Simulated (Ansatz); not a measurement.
AlN:

```
Al N
1.0
     0.00000    2.18399    2.18399
     2.18399    0.00000    2.18399
     2.18399    2.18399    0.00000
Al N
1 1
Direct
  0.00000 0.00000 0.00000
  0.75000 0.75000 0.75000
```

Measurements of this composition are mostly on another form, of space group No. 186.

The cell isn't the ideal one: the cell as VASP's run set it.

Base run:

```yaml
Program: Ansatz 0.2.0
Functional: PBE
Potentials_or_basis: all-electron LAPW, scalar-relativistic
Cutoff: 378 eV (chosen from the basis error)
Basis_error_allowed: 0.001 eV/atom
k_mesh: 10 × 10 × 10
Occupations: gaussian, width 0.05 eV
Spin: no spin polarisation
```

Its results: band gap on the k mesh 3.32 eV, indirect (least direct gap 4.19 eV); pressure 4.8 GPa.

Question: The run is repeated on the same cell with these changes: functional from PBE to PBEsol. What comes out?

Answer: Band gap on the k mesh 3.19 eV, indirect (least direct gap 4.13 eV); pressure 1.2 GPa.

PBEsol binds more tightly than PBE, so the same cell stands under less pressure.

A k mesh can miss the band edges.
